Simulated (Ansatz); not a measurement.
# Sb (P6_3/mmc) in Ansatz: elastic constants with PBE

Aim: the elastic constants of Sb with PBE.

Program: Ansatz 0.2.0. These are calculated values, not measurements. Logs are shortened: lines on timing, memory, paths and dates and some standing lists are left out, and cuts for length are marked.

## (1) Starting point

The structure is hexagonal, space group P6_3/mmc (No. 194). Conventional cell: a = 3.355 Å, b = 3.355 Å, c = 5.470 Å, α = 90.00°, β = 90.00°, γ = 120.00°. Sb (site symmetry -6m2) is surrounded by 12 Sb at 3.35 Å.

This isn't the form of Sb at room conditions, which is rhombohedral.

## (2) Elastic constants, PBE

File input.yaml:

```yaml
crystal:
  lattice:
    - [3.3545324186, 0.0, 0.0]
    - [-1.6772662093, 2.9051102923, 0.0]
    - [0.0, 0.0, 5.47016065]
  atoms:
    - { symbol: Sb, position: [0.6666666667, 0.3333333333, 0.75] }
    - { symbol: Sb, position: [0.3333333333, 0.6666666667, 0.25] }
hamiltonian:
  xc: pbe
  pseudopotentials: { kind: paw }
kpoints:
  mp_grid: { grid: [7, 7, 4] }
scf:
  occupations: { method: fermi_dirac, width: 0.05 }
output:
  forces: true
  stress: true
elastic:
  mode: relaxed_ion
  stencil: two_point
```

Potentials or basis: Ansatz PAW.

Run with:

```bash
ansatz run input.yaml --threads 2 --pin off --max-ram 5632MiB --backend cpu --events-out ev --progress --plain --runs-dir out
```

The log of the run:

```text
Warning: RAYON_NUM_THREADS=2 ignored (pool sized by the plan → 2); use --threads N
Engine: ansatz 0.2.0, aarch64-unknown-linux-gnu
Pseudopotentials: kind: paw
Pseudopotential: Sb, paw, valence charge 15, recommended cutoff 420 eV (normal), Sb.paw.azcp
Functional definition: PBE
  parameter kappa = 0.804
  parameter beta = 0.06672455060314922
  exchange = pbe_x(kappa = kappa, mu = beta*pi^2/3)
  correlation = pbe_c(beta = beta)
Crystal: 2 atoms, lattice volume = 53.308 Å³
Basis set: ecut = 420 eV, 1087 PW (Γ), exchange–correlation on 48×48×80 points (8 copies of the dense FFT grid, shifted against one another)
Bands: 19, of which v1, the nominal top of the filled ones, is band 15 counted from 1 (14 counted from 0)
Symmetry: 24 space group operations
Space group: P63/mmc (ITA 194), of the structure as read, at distance tolerance 3.8e-5 Å
k-points: 24 of 196
Non-local potential: Sb, projectors of the file, l = 0: 2, l = 1: 2, l = 2: 2, l = 3: 2
PAW form: soft (Blöchl's): semilocal exchange-correlation on the pseudo side does not see the compensation charge
PAW one-centre angular grid: Sb, 590 points (default); XC on 64 Gauss nodes
Initial density: superposition of atomic densities (neutral atoms: chi_scale 0, normalization atom), corrected by the library's trained network
Initial wavefunctions: pseudopotential atomic-orbital guess
Functional: x = pbe(κ = 0.804, μ = 0.2195149727645171), c = pbe(β = 0.06672455060314922)
SCF iter   1: F=—  HF=-12968.410569 eV  |F-HF|=—  |Δ(HF+E_count)|=         —  Δρ=1.66e-3  dr2=1.36e-3  ethr=1.77e-3  ⟨swp⟩=6.0  Hψ=2278  notcnv=0
preconditioner: auto → Kerker (q_TF=auto, 2.479 Å⁻¹)  [metal: Δε(μ)=0.070 eV  Ē_g=8.586 eV  σ=0.050 eV  W_gap=0.32  n_scr=22 (ndim 8)  ℏωp=16.1 eV  f_vac=0.000  D(μ)=1.62/eV (n_scr^D=10)]
SCF iter   2: F=—  HF=-12968.409382 eV  |F-HF|=—  |Δ(HF+E_count)|=   1.19e-3  Δρ=1.09e-3  dr2=6.13e-4  ethr=4.54e-6  ⟨swp⟩=2.0  Hψ=947  notcnv=0
SCF iter   3: F=—  HF=-12968.409460 eV  |F-HF|=—  |Δ(HF+E_count)|=   7.81e-5  Δρ=4.18e-4  dr2=9.69e-5  ethr=2.04e-6  ⟨swp⟩=2.8  Hψ=791  notcnv=0
SCF iter   4: F=—  HF=-12968.409463 eV  |F-HF|=—  |Δ(HF+E_count)|=   3.28e-6  Δρ=2.01e-4  dr2=1.03e-5  ethr=3.23e-7  ⟨swp⟩=2.0  Hψ=563  notcnv=0
SCF iter   5: F=—  HF=-12968.409460 eV  |F-HF|=—  |Δ(HF+E_count)|=   3.32e-6  Δρ=1.70e-5  dr2=1.42e-7  ethr=3.44e-8  ⟨swp⟩=2.0  Hψ=804  notcnv=0
SCF iter   6: F=—  HF=-12968.409456 eV  |F-HF|=—  |Δ(HF+E_count)|=   3.50e-6  Δρ=1.03e-5  dr2=2.81e-8  ethr=4.75e-10  ⟨swp⟩=3.0  Hψ=832  notcnv=0
SCF iter   7: F=—  HF=-12968.409456 eV  |F-HF|=—  |Δ(HF+E_count)|=   1.48e-8  Δρ=3.61e-6  dr2=3.71e-9  ethr=9.36e-11  ⟨swp⟩=2.1  Hψ=734  notcnv=0
SCF iter   8: F=—  HF=-12968.409456 eV  |F-HF|=—  |Δ(HF+E_count)|=   2.34e-9  Δρ=4.99e-7  dr2=8.18e-11  ethr=1.24e-11  ⟨swp⟩=2.0  Hψ=801  notcnv=0
SCF iter   9: F=—  HF=-12968.409456 eV  |F-HF|=—  |Δ(HF+E_count)|=  3.46e-11  Δρ=1.07e-7  dr2=2.91e-12  ethr=2.73e-13 (applied; sched 1.00e-12)  ⟨swp⟩=2.0  Hψ=805  notcnv=0  defer=1
SCF iter  10: F=-12968.409456 eV  HF=-12968.409456 eV  |F-HF|=7.28e-12  |Δ(HF+E_count)|=  7.28e-12  Δρ=9.88e-9  dr2=2.87e-14  ethr=1.00e-12  ⟨swp⟩=4.7  Hψ=1992  notcnv=0
SCF 1 converged in 10 iterations: F = -12968.409456 eV  dr2 = 2.87e-14
Crystal: 2 atoms, lattice volume = 53.202 Å³
Basis set: ecut = 420 eV, 1063 PW (Γ), exchange–correlation on 48×48×80 points (8 copies of the dense FFT grid, shifted against one another)
Symmetry: 8 space group operations
k-points: 48 of 196
Initial density: handed on by an earlier stage of this run
Initial wavefunctions: pseudopotential atomic-orbital guess (no wavefunctions were taken with the density)
iter 1 solved again at ethr=1.00e-5 eV; its pass at ethr=3.10e-3 eV (dr2=3.01e-3 eV) is discarded
SCF iter   1: F=—  HF=-12968.409858 eV  |F-HF|=—  |Δ(HF+E_count)|=         —  Δρ=3.65e-3  dr2=3.77e-3  ethr=1.00e-5  ⟨swp⟩=2.5  Hψ=6411  notcnv=0
preconditioner: auto → Kerker (q_TF=auto, 2.480 Å⁻¹)  [metal: Δε(μ)=0.054 eV  Ē_g=8.599 eV  σ=0.050 eV  W_gap=0.26  n_scr=22 (ndim 8)  ℏωp=16.1 eV  f_vac=0.000  D(μ)=1.62/eV (n_scr^D=10)]
SCF iter   2: F=—  HF=-12968.408400 eV  |F-HF|=—  |Δ(HF+E_count)|=   1.46e-3  Δρ=1.79e-3  dr2=1.03e-3  ethr=1.00e-5  ⟨swp⟩=2.0  Hψ=1580  notcnv=0
SCF iter   3: F=—  HF=-12968.407925 eV  |F-HF|=—  |Δ(HF+E_count)|=   4.75e-4  Δρ=2.37e-4  dr2=3.82e-5  ethr=3.42e-6  ⟨swp⟩=2.9  Hψ=1751  notcnv=0
SCF iter   4: F=—  HF=-12968.407912 eV  |F-HF|=—  |Δ(HF+E_count)|=   1.28e-5  Δρ=6.91e-5  dr2=2.14e-6  ethr=1.27e-7  ⟨swp⟩=3.0  Hψ=1667  notcnv=0
SCF iter   5: F=—  HF=-12968.407911 eV  |F-HF|=—  |Δ(HF+E_count)|=   4.76e-7  Δρ=1.12e-5  dr2=6.35e-8  ethr=7.14e-9  ⟨swp⟩=1.8  Hψ=1095  notcnv=0
SCF iter   6: F=—  HF=-12968.407911 eV  |F-HF|=—  |Δ(HF+E_count)|=   3.69e-9  Δρ=2.00e-6  dr2=2.43e-9  ethr=2.12e-10  ⟨swp⟩=2.0  Hψ=1591  notcnv=0
[... 605 lines left out ...]
relax step  14: F+E_penalty+E_count = -12968.43165025 eV  Δ(F+E_penalty+E_count) = -2.793e-7 eV  max|allowed force component| = 4.374e-5 eV/Å  Δτ_max = 0.0005 Å  (7 SCF iters, accepted)
iter 1 solved again at ethr=1.00e-12 eV; its pass at ethr=3.10e-3 eV (dr2=1.07e-12 eV) is discarded
SCF iter   1: F=—  HF=-12968.431649 eV  |F-HF|=—  |Δ(HF+E_count)|=         —  Δρ=1.14e-7  dr2=1.10e-12  ethr=1.00e-12  ⟨swp⟩=1.8  Hψ=6179  notcnv=0
SCF iter   2: F=—  HF=-12968.431650 eV  |F-HF|=—  |Δ(HF+E_count)|=   1.37e-6  Δρ=5.13e-8  dr2=2.40e-13  ethr=3.68e-15 (applied; sched 1.00e-12)  ⟨swp⟩=3.1  Hψ=2998  notcnv=0
SCF iter   3: F=—  HF=-12968.431650 eV  |F-HF|=—  |Δ(HF+E_count)|=  3.64e-12  Δρ=3.49e-8  dr2=1.09e-13  ethr=1.00e-12  ⟨swp⟩=4.0  Hψ=3469  notcnv=0
SCF iter   4: F=-12968.431650 eV  HF=-12968.431650 eV  |F-HF|=1.82e-12  |Δ(HF+E_count)|=    0.00e0  Δρ=1.21e-8  dr2=1.43e-14  ethr=1.00e-12  ⟨swp⟩=4.0  Hψ=3470  notcnv=0
SCF 60 converged in 4 iterations: F = -12968.431650 eV  dr2 = 1.43e-14
4 of the elastic batch's strained cells closed on another state than the unstrained crystal's, so that the constants are between two states. The farthest is the member of strain η1, δ = +2.0e-3: the two states' filled orbitals part by 0.722, averaged over the k-points, and by 0.729 at one (0: one state; 1: an orbital that one fills and the other leaves empty or, under typed occupations or an excitation over a fill by count, two orbitals of unlike fill that trade places); up to 0.600 and 0.900 are taken as one state's
WARN: C11 and the rest of its column (C11 to C61, from strain 11), C44 and the rest of its column (C14 to C64, from strain 23), every constant that the crystal's symmetry builds from them, which can be the whole tensor where fewer than six strains are applied, and every modulus and the stability verdict built on them may be wrong in sign or size. Seen: in the pair of strain-11 cells at ±0.0020; in the cell at −0.0020 the ions' relaxation parts from the harmonic prediction from its forces and displacements by 5257 %; the limit at this strain's size is 2.00 %; in the pair of strain-23 cells at ±0.0020; in the cell at −0.0020 the ions' relaxation parts from the harmonic prediction from its forces and displacements by 88431 %; the limit at this strain's size is 2.00 %. Do: rerun the whole batch at denser k-point meshes (`kpoints.mp_grid`) until the constants change by less than you need. Likely cause, with partly filled levels (this run: a 7×7×4 mesh, fermi_dirac 0.0500 eV): known from a semiconductor whose gap the functional closes, where a level near the Fermi level crosses it at one k-point of a coarse mesh under the strain or the ions' relaxation, and fixed occupations are no fix; what this warning means for a metal whose ions relax is untested. Do not lower `elastic.amplitude` to cure or to test this: a smaller amplitude can worsen the constants, and at a small enough one this check can no longer tell; nor raise it: at a larger one this check can fall silent while the constants stay wrong and drift with the amplitude. A larger smearing width (`scf.occupations.width`), or one other mesh without a convergence series, can hide this warning without fixing the constants: no warning does not mean that the mesh is converged. If the constants do not move across such a series, the mesh is not the cause. With the mesh ruled out, compare the pair's two cells on their records in the elastic summary: in a crystal with a gap, the part of their two departures that changes sign with the strain does not reach the constants, and their mean does; where that mean is over the limit too, try a smaller `elastic.amplitude` and see whether the constants move. `elastic.mode: clamped_ion` is no fix: it gives another quantity (the constants with the ions held in place), on this same mesh, and this check does not run for it. Not checked: strain 33 (1 pair whose ions did not move, their first forces being within `elastic.f_tol` already, as where symmetry holds the ions in place: there is nothing to check; this check says nothing of C13 to C63).
SCF converged after 10 iterations
Free energy (F): -12968.409456 eV
Harris-Foulkes:  -12968.409456 eV  (|F-HF|=7.28e-12)
Internal energy: -12968.396681 eV  (E = F + TS)
E sigma→0 (E₀):  -12968.403068 eV
Entropy (-TS):   -0.012775 eV (-6.388 meV/atom)
Fermi energy:    11.711636 eV
--- Per-component energies (eV) ---
  E_band       = -284.007217
  E_kinetic    = 413.465059
  E_local      = -2850.184893  (includes V_loc(G=0)·N_el)
  E_nonlocal   = 722.850985
  E_hartree    = 1304.068101
  E_xc         = -277.305935
  E_vxc        = -193.002028  (∫ρ·V_xc dr)
  E_paw        = -9148.715425  (= ΣΔE_a)
  E_vpaw       = -985.272533  (= ΣTr[D̂ρ^β])
  E_aug_tail   = -0.000003  (compensation charges beyond the density's cutoff)
  E_ewald      = -3132.574569
  E_smearing   = -0.012775  (= −TS)
  E_closure    = 0.000000  (closes the sum)
  Σ components = -12968.409456   (vs F -12968.409456, Δ=0.00e0)
--- Forces (eV/Å), atoms counted from 1 ---
  atom   1  Sb    -0.00000000     0.00000000     0.00000000
  atom   2  Sb     0.00000000    -0.00000000     0.00000000
  max |Σ_I F_I| component: 9.25e-18 eV/Å
--- Stress (GPa, compression-positive) ---
        2.201724       0.000000       0.000000
       -0.000000       2.201724       0.000000
        0.000000       0.000000       1.033953
  P = ⅓ Tr σ = 1.8125 GPa (18.125 kbar)
--- Band table (eV; the first three rows and the last of 24) ---
  k-point 0: bands = ["-17.4911", "-17.4818", "-17.4671", "-17.4671", "-17.4627", "-17.4627", "-17.4626", "-17.4626", "-17.4109", "-17.4109", "-1.1621", "2.6801", "5.9631", "15.4531", "15.4531", "17.1079", "17.1079", "17.3415", "19.7013"]
  k-point 1: bands = ["-17.4895", "-17.4829", "-17.4746", "-17.4746", "-17.4667", "-17.4667", "-17.4469", "-17.4469", "-17.4151", "-17.4151", "-0.8487", "1.5288", "7.7457", "14.8140", "15.6829", "15.6829", "16.8742", "16.8742", "19.9354"]
  k-point 2: bands = ["-17.4860", "-17.4860", "-17.4736", "-17.4736", "-17.4736", "-17.4736", "-17.4280", "-17.4280", "-17.4280", "-17.4280", "0.0788", "0.0788", "11.0457", "11.0457", "16.2697", "16.2697", "16.2697", "16.2697", "20.6428"]
  k-point 23: bands = ["-17.4909", "-17.4909", "-17.4570", "-17.4570", "-17.4418", "-17.4418", "-17.4231", "-17.4231", "-17.4038", "-17.4038", "3.6671", "3.6671", "7.5754", "7.5754", "9.2150", "9.2150", "14.6540", "14.6540", "19.3596"]
--- Elastic constants: 3 strain directions × 2 members + reference (group order 24) ---
  dense FFT box of the reference and of every strained cell: 24×24×40
  strains applied: 11, 33, 23; error gains: componentwise 1.00 (the most a stress slope's error grows in a printed constant), spectral 1.41 (1 for all six strains in a standard setting)
  C = ∂σ_k/∂η_j (tension-positive GPa; Voigt order 11 22 33 23 13 12):
      -597.011    563.573     40.237      0.000      0.000      0.000
       563.573   -597.011     40.237      0.000      0.000     -0.000
       411.483    411.483    121.592      0.000      0.000      0.000
         0.000      0.000      0.000     19.322      0.000      0.000
         0.000      0.000      0.000     -0.000     19.322      0.000
         0.000     -0.000      0.000      0.000      0.000   -580.292
  reference stress σ⁰ (GPa):     -2.202     -2.202     -1.034     -0.000     -0.000      0.000
  C* (energy form; C + prestress term) asymmetry max|C*_kj − C*_jk| = 3.724e2 GPa — a small one proves nothing (zero by symmetry where the batch's group is 432, −43m or m−3m); a large one is finite-difference/SCF noise where every solve meets its electron count
  moduli (Voigt/Reuss/Hill, GPa): K = 106.46/152.94/129.70   G = -247.51/53.17/-97.17   E = -388.55   ν = 0.999
  mechanically stable: NO (min eigenvalue of sym C = -1160.58 GPa)
  harmonic check of the ions' relaxations: strain 11: 1 of 1 pair far from harmonic (see the warning); strain 23: 1 of 1 pair far from harmonic (see the warning)
  the stresses are not corrected for the forces that the relaxations left standing (`elastic.f_tol`)
  strain η (Voigt 11):  stress-route row diagonal C_11 = -597.01 GPa, energy-path curvature d²(F+E_count+ΔE)/dδ²/Ω₀ = -33061.15 GPa
         δ    σ_11 (GPa)             F (eV)   n_scf  n_hpsi   n_pw
    -2.000e-3      -0.6310      -12968.4291470       4   12134   1063   relax 12 steps, max|allowed force component| 1.75e-7 eV/Å
     2.000e-3      -3.0191      -12968.4337707       4   13764   1087   relax 13 steps, max|allowed force component| 6.48e-7 eV/Å
  strain η (Voigt 33):  stress-route row diagonal C_33 = 121.59 GPa, energy-path curvature d²(F+E_count+ΔE)/dδ²/Ω₀ = 121.67 GPa
         δ    σ_33 (GPa)             F (eV)   n_scf  n_hpsi   n_pw
    -2.000e-3      -1.2783      -12968.4086931       8    8101   1087   relax 0 steps, max|allowed force component| 9.25e-18 eV/Å
     2.000e-3      -0.7919      -12968.4100698       5    6968   1087   relax 0 steps, max|allowed force component| 3.70e-17 eV/Å
  strain η (Voigt 23):  stress-route row diagonal C_44 = 19.32 GPa, energy-path curvature d²(F+E_count+ΔE)/dδ²/Ω₀ = -33347.15 GPa
         δ    σ_23 (GPa)             F (eV)   n_scf  n_hpsi   n_pw
    -2.000e-3      -0.0386      -12968.4316502       4   17093   1083   relax 14 steps, max|allowed force component| 4.37e-5 eV/Å
     2.000e-3       0.0386      -12968.4316502       4   17076   1083   relax 14 steps, max|allowed force component| 4.37e-5 eV/Å
```

It took 72 s on 2 threads of Arm Neoverse V1, shared host; peak memory 0.36 GiB.

Results:

```yaml
Free_energy: -12968.4095 eV
Pressure: 1.8 GPa
Band_gap_on_the_k_mesh: none (metal or under the smearing width)
Voigt_bulk_modulus: 106 GPa
```

Stress tensor (GPa, compression positive):
```
2.20 0.00 0.00
0.00 2.20 0.00
0.00 0.00 1.03
```

Levels at points of the mesh, in eV from the Fermi level:
| k point | band 13 | band 14 | band 15 | band 16 | band 17 | band 18 |
| --- | --- | --- | --- | --- | --- | --- |
| (0.00, 0.00, 0.00) | -5.75 | 3.74 | 3.74 | 5.40 | 5.40 | 5.63 |
| (0.00, 0.00, -0.50) | -0.67 | -0.67 | 4.56 | 4.56 | 4.56 | 4.56 |

Elastic tensor in Voigt notation (GPa, in the Cartesian axes of the cell as first typed):
```
-597  564   40    0    0    0
 564 -597   40    0    0    0
 411  411  122    0    0    0
   0    0    0   19    0    0
   0    0    0    0   19    0
   0    0    0    0    0 -580
```

Caveat: the elastic tensor has a negative eigenvalue, so either the cell is unstable as it stands or the mesh is too thin.
